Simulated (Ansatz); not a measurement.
The system is TiSe.

```xyz
4
Lattice="4.1784 0.0000 0.0000 0.0000 4.1784 0.0000 0.0000 0.0000 5.9844" Properties=species:S:1:pos:R:3 pbc="T T T"
Se    0.0000    2.0892    4.5515
Se    2.0892    0.0000    1.4329
Ti    0.0000    0.0000    0.0000
Ti    2.0892    2.0892    0.0000
```

The cell comes from a database or a generator and needn't be the stable form of this composition.

```yaml
Program: Ansatz 0.2.0
Task: relaxation of cell and atoms
Functional: PBEsol
Potentials_or_basis: Ansatz PAW
Cutoff: "420 eV (not typed: the program's choice for these potentials)"
k_mesh: 7 × 7 × 5
Occupations: fermi-dirac, width 0.05 eV
Spin: no spin polarisation
```

At the start: volume 26.12 Å³/atom.

How do energy, volume and symmetry change on relaxing?

It ends after 8 steps and the volume is 22.65 Å³/atom (-13.3 %); space group P4/nmm (No. 129, to 0.05 Å).

Step by step:
```csv
step,energy change (eV),largest force (eV/Å),volume (Å³)
1,0.0000,0.3442,104.48
2,-0.0438,0.1025,97.48
3,-0.0544,0.0324,96.45
4,-0.0711,0.0256,92.35
5,-0.0726,0.0320,89.28
6,-0.0736,0.0038,90.38
7,-0.0736,0.0002,90.60
8,-0.0725,0.0002,90.60
```

Final structure:
```yaml
crystal:
  lattice:
    - [4.12686, 0.00000, 0.00000]
    - [0.00000, 4.12686, 0.00000]
    - [0.00000, 0.00000, 5.31945]
  atoms:
    - { symbol: Se, position: [0.00000, 0.50000, 0.73353] }
    - { symbol: Se, position: [0.50000, 0.00000, 0.26647] }
    - { symbol: Ti, position: [0.00000, 0.00000, 0.00000] }
    - { symbol: Ti, position: [0.50000, 0.50000, 0.00000] }
```

Caveat: the plane-wave basis is chosen anew once the cell has moved, so the energies of steps on either side of that aren't comparable; this functional lacks dispersion, which binds the layers, so the pressure and a relaxed spacing across them are unreliable; the PAW data sets come from PBE, with cores solved anew for the run's functional, which leaves a small shift of forces and pressure.
